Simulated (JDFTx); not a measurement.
**Ca under changes of volume**

One of the cells (43.632 Å³/atom); the others are scaled copies at fixed shape and fractional positions:

```
Ca
1.0
     0.00000    2.79420    2.79420
     2.79420    0.00000    2.79420
     2.79420    2.79420    0.00000
Ca
1
Direct
  0.00000 0.00000 0.00000
```

| Property | Result |
| --- | --- |
| Program | JDFTx 1.7.0 (patched build) |
| Functional | PBEsol |
| Potentials or basis | PseudoDojo-SR-PBEsol-0.4.1-standard with smoothed tails |
| Cutoff | 925 eV |
| Density cutoff | 3701 eV |
| k mesh | 8 × 8 × 8 |
| Occupations | fermi-dirac, width 0.05 eV |
| Spin | no spin polarisation |

```csv
volume (Å³/atom),energy over the lowest point (meV/atom),pressure (GPa)
41.014,0.00,-0.2
41.886,?,?
42.759,6.28,-0.9
43.632,11.99,-1.2
44.504,19.22,-1.4
45.377,27.83,-1.7
46.250,37.68,-1.9
```

What does the run at 41.886 Å³/atom give?

Energy over the lowest point 2.23 meV/atom; pressure -0.6 GPa.

Worked out: A Birch-Murnaghan fit of order 3 (a polynomial in V^(-2/3)) to the other rows has its minimum at 40.49 Å³/atom, just outside them, with B0 = V·E''(V) = 18.2 GPa and B' = 3.5. It gives 2.22 meV/atom at 41.886 Å³/atom, against the run's 2.23, and -dE/dV = -0.6 GPa, against -0.6.

Energies are extrapolated to zero smearing.
